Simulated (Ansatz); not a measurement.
# Dielectric response of NaH (001) films

Wanted: ε of rocksalt NaH (001) by finite fields on slabs, and the band edges against the vacuum where run.

Calculated with Ansatz 0.2.0; plane-wave DFT, PBE, Ansatz PAW (set soft_1); PAW set soft_1, in the first sound run; inputs show where later runs differ.

Report form: the programs' logs are mostly left out.

**1. Starting point**

The cell holds 6 atoms: 3 Na and 3 H. Cell: a = 3.451 Å, b = 3.451 Å, c = 22.880 Å, α = 90.0°, β = 90.0°, γ = 90.0°. It derives from NaH (rocksalt NaH). Vacuum lies along c.

**2. Relaxing the film, 6 atoms, units 3**

The structure is relaxed first, because levels and dipoles at a surface follow the positions of the outer atoms.

input.yaml

```yaml
crystal:
  lattice:
    - [3.45068109, 0.0, 0.0]
    - [0.0, 3.45068109, 0.0]
    - [0.0, 0.0, 22.88]
  atoms:
    - { symbol: Na, position: [0.5, 0.5, 0.3933566434] }
    - { symbol: H, position: [0.0, 0.0, 0.3933566434] }
    - { symbol: Na, position: [0.0, 0.0, 0.5] }
    - { symbol: H, position: [0.5, 0.5, 0.5] }
    - { symbol: Na, position: [0.5, 0.5, 0.6066433566] }
    - { symbol: H, position: [0.0, 0.0, 0.6066433566] }
kpoints:
  mp_grid: { grid: [8, 8, 1] }
hamiltonian:
  xc: pbe
  pseudopotentials: { kind: paw, azcp: { folder: soft_1 } }
scf:
  occupations: { method: fixed }
  convergence: { dr2_threshold: 1.0e-09 }
efield:
  axis: 3
  dipole_correction: true
  ramp_position: 0.97
  ramp_width: 0.06
relax:
  f_tol: 0.003
  max_steps: 100
output:
  write_potential: true
  write_density: true
  volumetric_format: npy
```

Command:

```sh
$ ansatz run input.yaml --threads 4 --pin off --max-ram 8192MiB --backend cpu --events-out ev --progress --plain --runs-dir out
```

The job ended after 12 s (4 threads of Intel Xeon Platinum 8259CL at 2.50GHz (Skylake/Cascade Lake), shared host; peak memory 0.54 GiB; 31 s of CPU time).

The steps of the relaxation:

| step | energy less that of the first step (eV) | largest force component (eV/Å) |
| --- | --- | --- |
| 1 | 0.0000 | 0.0841 |
| 2 | 0.0088 | 0.1691 |
| 3 | -0.0039 | 0.0164 |
| 4 | -0.0041 | 0.0010 |

Relaxation step 2 was tried and not accepted.

Forces are held to the 8 operations that the run works with; a distortion that breaks them can't arise in this run.

The atoms that moved most (Å):

| atom | dx | dy | dz | length |
| --- | --- | --- | --- | --- |
| Na5 | 0.000 | 0.000 | -0.055 | 0.055 |
| Na1 | 0.000 | 0.000 | 0.055 | 0.055 |
| H2 | 0.000 | 0.000 | 0.028 | 0.028 |
| H6 | 0.000 | 0.000 | -0.028 | 0.028 |

The relaxed structure:

```xyz
6
Lattice="3.4507 0.0000 0.0000 0.0000 3.4507 0.0000 0.0000 0.0000 22.8800" Properties=species:S:1:pos:R:3
Na    1.7253    1.7253    9.0554
H     0.0000    0.0000    9.0282
Na    0.0000    0.0000   11.4400
H     1.7253    1.7253   11.4400
Na    1.7253    1.7253   13.8246
H     0.0000    0.0000   13.8518
```

Numbers from this step:

```
gap on the k-mesh             : 3.220 eV
dipole along the normal       : -1.09e-6 e·Å
ionisation energy, upper face : 4.188 eV
electron affinity, upper face : 0.9678 eV
```

Running mean over 2.44 Å of the planar mean; the ramp of the sawtooth is left out. Table of electron's electrostatic potential energy less the highest filled level by z:

| z (Å) | electron's electrostatic potential energy less the highest filled level (eV) |
| --- | --- |
| 3.5 | 4.19 |
| 4.0 | 4.19 |
| 4.5 | 4.19 |
| 5.0 | 4.19 |
| 5.5 | 4.18 |
| 6.0 | 4.17 |
| 6.5 | 4.11 |
| 7.0 | 3.94 |
| 7.5 | 3.18 |
| 8.0 | 1.17 |
| 8.5 | 9.3e-4 |
| 9.0 | -0.242 |
| 9.5 | -0.314 |
| 10.0 | -0.451 |
| 10.5 | -0.438 |
| 11.0 | -0.296 |
| 11.5 | -0.278 |
| 12.0 | -0.315 |
| 12.5 | -0.471 |
| 13.0 | -0.411 |
| 13.5 | -0.299 |
| 14.0 | -0.210 |
| 14.5 | 0.146 |
| 15.0 | 1.68 |
| 15.5 | 3.49 |
| 16.0 | 4.00 |
| 16.5 | 4.13 |
| 17.0 | 4.17 |
| 17.5 | 4.18 |
| 18.0 | 4.19 |
| 18.5 | 4.19 |
| 19.0 | 4.19 |
| 19.5 | 4.19 |

The relaxation took 4 steps and lowered the energy by 0.0041 eV; the largest force on the free atoms ends at 9.8e-4 eV/Å.

The gap is 3.22 eV, with the valence edge 4.19 eV and the conduction edge 0.97 eV under the upper vacuum level.

**3. The relaxed film, single point, 6 atoms, units 3**

The film was relaxed beforehand; a single point on the relaxed positions gives its levels and potential.

input.yaml, the sections that differ from step 2:

```yaml
crystal:
  lattice:
    - [3.45068109, 0.0, 0.0]
    - [0.0, 3.45068109, 0.0]
    - [0.0, 0.0, 22.88]
  atoms:
    - { symbol: Na, position: [0.5, 0.5, 0.3957770368] }
    - { symbol: H, position: [0.0, 0.0, 0.3945888887] }
    - { symbol: Na, position: [0.0, 0.0, 0.4999999562] }
    - { symbol: H, position: [0.5, 0.5, 0.4999999882] }
    - { symbol: Na, position: [0.5, 0.5, 0.6042229329] }
    - { symbol: H, position: [0.0, 0.0, 0.6054111972] }
output:
  eigenvalues: true
  write_potential: true
  write_density: true
  volumetric_format: npy
# kpoints, hamiltonian, scf, efield: as in step 2
# relax: removed
```

Elapsed: 7.6 s, on 4 threads; peak memory 0.54 GiB; 16 s of CPU time.

Numbers from this step:

- gap on the k-mesh: 3.221 eV
- dipole along the normal: -5.58e-6 e·Å
- electron affinity, upper face: 0.9670 eV

Running mean over 2.44 Å of the planar mean; the ramp of the sawtooth is left out. The electron's electrostatic potential energy less the highest filled level by z:

z (Å), electron's electrostatic potential energy less the highest filled level (eV) and a bar from the least value:
```
        4       4.19 ##############################
        5       4.19 ##############################
        6       4.17 ##############################
        7       3.94 ############################
        8       1.17 ##########
        9      -0.24 #
       10      -0.45 
       11      -0.30 #
       12      -0.32 #
       13      -0.41 
       14      -0.21 ##
       15       1.68 ##############
       16       4.00 #############################
       17       4.17 ##############################
       18       4.19 ##############################
       19       4.19 ##############################
```

The gap is 3.22 eV, with the valence edge 4.19 eV and the conduction edge 0.97 eV under the upper vacuum level.

**4. Atoms held, 6 atoms, units 3, field 0.1 V/Å**

A sawtooth potential applies the field, turning back in the middle of the vacuum. With the dipole correction the typed value is the field outside the slab. The induced dipole is small, so the SCF threshold is tight.

Changes to input.yaml since step 3:

```diff
@@ -19,3 +19,3 @@
   occupations: { method: fixed }
-  convergence: { dr2_threshold: 1.0e-09 }
+  convergence: { dr2_threshold: 1.0e-10 }
 efield:
@@ -23,6 +23,6 @@
   dipole_correction: true
-  ramp_position: 0.97
-  ramp_width: 0.06
+  ramp_position: 0.9696
+  ramp_width: 0.0608
+  amplitude: 0.1
 output:
-  eigenvalues: true
   write_potential: true
```

It took 2.7 s on 4 threads; peak memory 0.5 GiB; 9.7 s of CPU time.

Numbers from this step:

```yaml
gap_on_the_k_mesh: 3.020 eV
dipole_along_the_normal: 0.03660 e·Å
```

The dipole is 0.0366 e·Å, and the gap on the mesh 3.020 eV.

**5. Single point, 6 atoms, units 3, field -0.1 V/Å**

Changes to input.yaml since step 4:

```diff
@@ -25,3 +25,3 @@
   ramp_width: 0.0608
-  amplitude: 0.1
+  amplitude: -0.1
 output:
```

Wall time 3.3 s (4 threads); peak memory 0.51 GiB.

The dipole is -0.0366 e·Å, and the gap on the mesh 3.020 eV.

**6. Response with the atoms held, 6 atoms, units 3**

This step: plane-wave DFT, PBE, Ansatz PAW (set soft_1); response to a field along the normal, atoms held; PAW set soft_1 (Ansatz 0.2.0).

The two fields give this film's response with the atoms held: the electronic part.

Numbers from this step:

```yaml
equivalent_conductor_thickness_p_eps_0ae: 5.563 Å
distance_between_the_outer_atoms: 4.824 Å
thickness: 7.32 Å
```

Local field over the applied field, running mean. From the potentials at -0.1 and 0.1 V/Å; running mean over 2.44 Å, taken twice. The local field over applied field by z:

z (Å), local field over applied field and a bar from the least value:
```
     4.15      0.997 ##############################
     4.58      0.994 ##############################
     5.00      0.987 ##############################
     5.29      0.979 #############################
     5.72      0.957 ############################
     6.15      0.918 ###########################
     6.58      0.856 ########################
     6.86      0.802 ######################
     7.29      0.704 #################
     7.72      0.597 #############
     8.15      0.494 ########
     8.44      0.434 ######
     8.87      0.364 ###
     9.29      0.321 #
     9.72      0.303 
    10.01      0.300 
    10.44      0.303 
    10.87      0.308 
    11.30      0.311 
    11.58      0.311 
    12.01      0.308 
    12.44      0.303 
    12.87      0.300 
    13.16      0.303 
    13.59      0.321 #
    14.01      0.364 ###
    14.44      0.434 ######
    14.73      0.494 ########
    15.16      0.597 #############
    15.59      0.704 #################
    16.02      0.802 ######################
    16.30      0.856 ########################
    16.73      0.918 ###########################
    17.16      0.957 ############################
    17.59      0.979 #############################
    17.88      0.987 ##############################
    18.30      0.994 ##############################
    18.73      0.997 ##############################
```

Electrons, planar mean, per unit field. Table of induced electron density by z:

| z (Å) | induced electron density (e/Å³ per V/Å) |
| --- | --- |
| 4.5 | 1.1e-5 |
| 5.0 | 3.1e-5 |
| 5.5 | 8.2e-5 |
| 6.0 | 2.0e-4 |
| 6.5 | 4.8e-4 |
| 7.0 | 0.00104 |
| 7.5 | 0.00200 |
| 8.0 | 0.00303 |
| 8.5 | 0.00290 |
| 9.0 | -9.5e-5 |
| 9.5 | -0.00261 |
| 10.0 | -0.00133 |
| 10.5 | 0.00122 |
| 11.0 | 0.00236 |
| 11.5 | -3.9e-4 |
| 12.0 | -0.00244 |
| 12.5 | -6.3e-4 |
| 13.0 | 0.00189 |
| 13.5 | 0.00232 |
| 14.0 | -8.3e-4 |
| 14.5 | -0.00314 |
| 15.0 | -0.00282 |
| 15.5 | -0.00174 |
| 16.0 | -8.7e-4 |
| 16.5 | -3.9e-4 |
| 17.0 | -1.6e-4 |
| 17.5 | -6.5e-5 |
| 18.0 | -2.4e-5 |
| 18.5 | -8.7e-6 |

By hand: between -0.1 and 0.1 V/Å the dipole changes by 0.07321 e·Å, a slope of 0.3661 e·Å²/V. A perfect conductor of thickness t has p = ε₀AEt, so t = 180.95 × 0.3661 / 11.907 = 5.56 Å (e/ε₀ = 180.95 V·Å, A in Å²).

The induced dipole is that of a conductor 5.56 Å thick.

**7. Field on, atoms free, 6 atoms, field 0.05 V/Å**

This step: plane-wave DFT, PBE, Ansatz PAW (set soft_1); PAW set soft_1 (Ansatz 0.2.0).

Now the atoms may follow the field. A weak field makes forces of meV/Å to tens of meV/Å, so the force tolerance is set well below the usual one.

Changes to input.yaml since step 5:

```diff
@@ -23,5 +23,8 @@
   dipole_correction: true
-  ramp_position: 0.9696
-  ramp_width: 0.0608
-  amplitude: -0.1
+  ramp_position: 0.97
+  ramp_width: 0.06
+  amplitude: 0.05
+relax:
+  f_tol: 0.0006
+  max_steps: 70
 output:
```

Elapsed: 7.6 s, on 4 threads; peak memory 0.51 GiB; 28 s of CPU time.

The steps of the relaxation:

| step | energy less that of the first step (eV) | largest force component (eV/Å) |
| --- | --- | --- |
| 1 | 0.0000 | 0.0169 |
| 2 | 0.0009 | 0.0461 |
| 3 | -0.0002 | 0.0024 |
| 4 | -0.0001 | 0.0077 |
| 5 | -0.0002 | 0.0002 |

Relaxation steps 2, 4 were tried and not accepted.

The run keeps the 8 symmetry operations that it works with, so distortions that break them were not tested.

Final coordinates:

```xyz
6
Lattice="3.4507 0.0000 0.0000 0.0000 3.4507 0.0000 0.0000 0.0000 22.8800" Properties=species:S:1:pos:R:3
Na    1.7253    1.7253    9.0602
H     0.0000    0.0000    9.0252
Na    0.0000    0.0000   11.4427
H     1.7253    1.7253   11.4381
Na    1.7253    1.7253   13.8273
H     0.0000    0.0000   13.8466
```

This step gave:

```
gap on the k-mesh       : 3.198 eV
dipole along the normal : 0.02471 e·Å
```

The relaxation took 5 steps and lowered the energy by 1.6e-4 eV; the largest force on the free atoms ends at 1.6e-4 eV/Å.

The dipole is 0.0247 e·Å, and the gap on the mesh 3.198 eV.

**8. Relaxing in the field, 6 atoms, field -0.05 V/Å**

The opposite sign, again from the field-free geometry; the difference of the two cancels what relaxes without a field.

Changes to input.yaml since step 7:

```diff
@@ -25,3 +25,3 @@
   ramp_width: 0.06
-  amplitude: 0.05
+  amplitude: -0.05
 relax:
```

Wall time 8.8 s (4 threads); peak memory 0.51 GiB; 31 s of CPU time.

Step by step:

| step | energy less that of the first step (eV) | largest force component (eV/Å) |
| --- | --- | --- |
| 1 | 0.0000 | 0.0169 |
| 2 | 0.0009 | 0.0461 |
| 3 | -0.0002 | 0.0024 |
| 4 | -0.0001 | 0.0141 |
| 5 | -0.0002 | 0.0001 |

Relaxation steps 2, 4 were tried and not accepted.

Forces are held to the 8 operations that the run works with; a distortion that breaks them can't arise in this run.

Final coordinates:

```xyz
6
Lattice="3.4507 0.0000 0.0000 0.0000 3.4507 0.0000 0.0000 0.0000 22.8800" Properties=species:S:1:pos:R:3
Na    1.7253    1.7253    9.0528
H     0.0000    0.0000    9.0334
Na    0.0000    0.0000   11.4373
H     1.7253    1.7253   11.4419
Na    1.7253    1.7253   13.8199
H     0.0000    0.0000   13.8548
```

The relaxation took 5 steps and lowered the energy by 1.6e-4 eV; the largest force on the free atoms ends at 1.1e-4 eV/Å.

The dipole is -0.0247 e·Å, and the gap on the mesh 3.198 eV.

**9. Response with the atoms relaxed, 6 atoms, units 3**

This step: plane-wave DFT, PBE, Ansatz PAW (set soft_1); response to a field along the normal, atoms relaxed; PAW set soft_1 (Ansatz 0.2.0).

The two relaxed runs give the static response.

Numbers from this step:

```yaml
equivalent_conductor_thickness_p_eps_0ae: 7.509 Å
distance_between_the_outer_atoms: 4.821 Å
```

Local field over the applied field, running mean. From the potentials at -0.05 and 0.05 V/Å; running mean over 2.44 Å, taken twice. Local field over applied field against z:

| z (Å) | local field over applied field |
| --- | --- |
| 4.15 | 0.998 |
| 4.58 | 0.995 |
| 5.00 | 0.989 |
| 5.29 | 0.982 |
| 5.72 | 0.962 |
| 6.15 | 0.942 |
| 6.58 | 0.895 |
| 6.86 | 0.809 |
| 7.29 | 0.620 |
| 7.72 | 0.448 |
| 8.15 | 0.286 |
| 8.44 | 0.184 |
| 8.87 | 0.0304 |
| 9.29 | -0.0332 |
| 9.72 | 0.0136 |
| 10.01 | 0.0395 |
| 10.44 | 0.0739 |
| 10.87 | 0.110 |
| 11.30 | 0.134 |
| 11.58 | 0.134 |
| 12.01 | 0.110 |
| 12.44 | 0.0739 |
| 12.87 | 0.0395 |
| 13.16 | 0.0135 |
| 13.59 | -0.0333 |
| 14.01 | 0.0302 |
| 14.44 | 0.184 |
| 14.73 | 0.286 |
| 15.16 | 0.447 |
| 15.59 | 0.620 |
| 16.02 | 0.809 |
| 16.30 | 0.895 |
| 16.73 | 0.942 |
| 17.16 | 0.962 |
| 17.59 | 0.982 |
| 17.88 | 0.989 |
| 18.30 | 0.995 |
| 18.73 | 0.998 |

The induced dipole is that of a conductor 7.51 Å thick.

**10. Relaxing the film, 10 atoms, units 5**

This step: plane-wave DFT, PBE, Ansatz PAW (set soft_1); PAW set soft_1 (Ansatz 0.2.0).

System of this step: NaH (001), 5 units. The cell holds 10 atoms: 5 Na and 5 H. Cell: a = 3.451 Å, b = 3.451 Å, c = 27.760 Å, α = 90.0°, β = 90.0°, γ = 90.0°. It derives from NaH (rocksalt NaH). Vacuum lies along c.

The next thickness, treated alike, so that differences show the interior and the faces cancel.

input.yaml

```yaml
crystal:
  lattice:
    - [3.45068109, 0.0, 0.0]
    - [0.0, 3.45068109, 0.0]
    - [0.0, 0.0, 27.76]
  atoms:
    - { symbol: Na, position: [0.5, 0.5, 0.3242074928] }
    - { symbol: H, position: [0.0, 0.0, 0.3242074928] }
    - { symbol: Na, position: [0.0, 0.0, 0.4121037464] }
    - { symbol: H, position: [0.5, 0.5, 0.4121037464] }
    - { symbol: Na, position: [0.5, 0.5, 0.5] }
    - { symbol: H, position: [0.0, 0.0, 0.5] }
    - { symbol: Na, position: [0.0, 0.0, 0.5878962536] }
    - { symbol: H, position: [0.5, 0.5, 0.5878962536] }
    - { symbol: Na, position: [0.5, 0.5, 0.6757925072] }
    - { symbol: H, position: [0.0, 0.0, 0.6757925072] }
kpoints:
  mp_grid: { grid: [8, 8, 1] }
hamiltonian:
  xc: pbe
  pseudopotentials: { kind: paw, azcp: { folder: soft_1 } }
scf:
  occupations: { method: fixed }
  convergence: { dr2_threshold: 1.0e-09 }
efield:
  axis: 3
  dipole_correction: true
  ramp_position: 0.97
  ramp_width: 0.06
relax:
  f_tol: 0.003
  max_steps: 100
output:
  write_potential: true
  write_density: true
  volumetric_format: npy
```

Wall time 14 s (4 threads); peak memory 0.69 GiB; 53 s of CPU time.

The steps of the relaxation:

| step | energy less that of the first step (eV) | largest force component (eV/Å) |
| --- | --- | --- |
| 1 | 0.0000 | 0.0839 |
| 2 | 0.0166 | 0.1968 |
| 3 | -0.0055 | 0.0164 |
| 4 | -0.0060 | 0.0045 |
| 5 | -0.0060 | 0.0002 |

Relaxation step 2 was tried and not accepted.

Forces are held to the 8 operations that the run works with; a distortion that breaks them can't arise in this run.

The atoms that moved most (Å):

| atom | dx | dy | dz | length |
| --- | --- | --- | --- | --- |
| Na1 | 0.000 | 0.000 | 0.095 | 0.095 |
| Na9 | 0.000 | 0.000 | -0.095 | 0.095 |
| H10 | 0.000 | 0.000 | -0.067 | 0.067 |
| H2 | 0.000 | 0.000 | 0.067 | 0.067 |
| H8 | 0.000 | 0.000 | -0.039 | 0.039 |
| H4 | 0.000 | 0.000 | 0.039 | 0.039 |
| Na3 | 0.000 | 0.000 | 0.037 | 0.037 |
| Na7 | 0.000 | 0.000 | -0.037 | 0.037 |

The relaxation took 5 steps and lowered the energy by 0.0060 eV; the largest force on the free atoms ends at 2.1e-4 eV/Å.

The gap is 3.33 eV, with the valence edge 4.22 eV and the conduction edge 0.89 eV under the upper vacuum level.

**11. The relaxed film, single point, 10 atoms, units 5**

input.yaml, the sections that differ from step 10:

```yaml
crystal:
  lattice:
    - [3.45068109, 0.0, 0.0]
    - [0.0, 3.45068109, 0.0]
    - [0.0, 0.0, 27.76]
  atoms:
    - { symbol: Na, position: [0.5, 0.5, 0.3276200744] }
    - { symbol: H, position: [0.0, 0.0, 0.3266277171] }
    - { symbol: Na, position: [0.0, 0.0, 0.4134346597] }
    - { symbol: H, position: [0.5, 0.5, 0.4135239531] }
    - { symbol: Na, position: [0.5, 0.5, 0.5000000004] }
    - { symbol: H, position: [0.0, 0.0, 0.5] }
    - { symbol: Na, position: [0.0, 0.0, 0.586565341] }
    - { symbol: H, position: [0.5, 0.5, 0.5864760466] }
    - { symbol: Na, position: [0.5, 0.5, 0.6723799257] }
    - { symbol: H, position: [0.0, 0.0, 0.673372282] }
output:
  eigenvalues: true
  write_potential: true
  write_density: true
  volumetric_format: npy
  elf: true
# kpoints, hamiltonian, scf, efield: as in step 10
# relax: removed
```

Elapsed: 4.8 s, on 4 threads; peak memory 0.71 GiB.

The gap is 3.33 eV, with the valence edge 4.22 eV and the conduction edge 0.89 eV under the upper vacuum level.

**12. Single point, 10 atoms, units 5, field 0.1 V/Å**

Changes to input.yaml since step 11:

```diff
@@ -23,3 +23,3 @@
   occupations: { method: fixed }
-  convergence: { dr2_threshold: 1.0e-09 }
+  convergence: { dr2_threshold: 1.0e-10 }
 efield:
@@ -29,4 +29,4 @@
   ramp_width: 0.06
+  amplitude: 0.1
 output:
-  eigenvalues: true
   write_potential: true
@@ -34,2 +34 @@
   volumetric_format: npy
-  elf: true
```

Run time: 5.5 s. Hardware: 4 threads; peak memory 0.66 GiB; 20 s of CPU time.

The dipole is 0.0580 e·Å, and the gap on the mesh 2.894 eV.

**13. Atoms held, 10 atoms, units 5, field -0.1 V/Å**

Changes to input.yaml since step 12:

```diff
@@ -29,3 +29,3 @@
   ramp_width: 0.06
-  amplitude: 0.1
+  amplitude: -0.1
 output:
```

Run time: 4.7 s. Hardware: 4 threads; peak memory 0.66 GiB; 17 s of CPU time.

The dipole is -0.0580 e·Å, and the gap on the mesh 2.894 eV.

(Part 1 of 3 ends here.)

[Logs are printed without paths, hosts, clocks, repeated set-up lines and the standing remarks that a program may print on its own settings, such as how far it seeks lower states.]

[Hosts, paths, dates, database ids (printed as entryN), source tags and the programs' standing remarks are cut or masked in the printed files.]

[Maps of the electrostatic potential energy from Ansatz leave out the sawtooth potential of an applied field or a dipole correction, so their vacuum need not be flat; planar profiles and work functions include it.]
